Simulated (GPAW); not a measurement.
SnSe2:

```
Sn Se
1.0
     3.81100    0.00000    0.00000
    -1.90550    3.30042    0.00000
     0.00000    0.00000    6.13600
Sn Se
1 2
Direct
  0.00000 0.00000 0.00000
  0.66667 0.33333 0.75100
  0.33333 0.66667 0.24900
```

Base run:

* Program: GPAW 26.7.0
* Functional: PBE
* Potentials or basis: GPAW PAW data sets (gpaw-data 1.2.1)
* Cutoff: 500 eV
* Basis: pw
* k mesh: 7 × 7 × 4
* Occupations: fermi-dirac, width 0.05 eV
* Spin: no spin polarisation

Its results: band gap on the k mesh 0.82 eV, indirect (least direct gap 1.11 eV).

Question: The run is repeated on the same cell with these changes: functional from PBE to BHandHLYP; cutoff from 500 eV to 450 eV; k mesh from 7 × 7 × 4 to 4 × 4 × 2. What comes out?

Answer: Band gap on the k mesh 3.81 eV, indirect (least direct gap 4.16 eV).

Several settings changed at once, so the effect can't be laid on one alone.

Caveats: some runs use coarse meshes; spin-orbit coupling is left out, which moves the levels of the heavy elements; an odd mesh through Γ misses points on the zone boundary, where band edges often lie (some runs); exact exchange converges slowly with the k mesh, and this mesh is small (some runs).
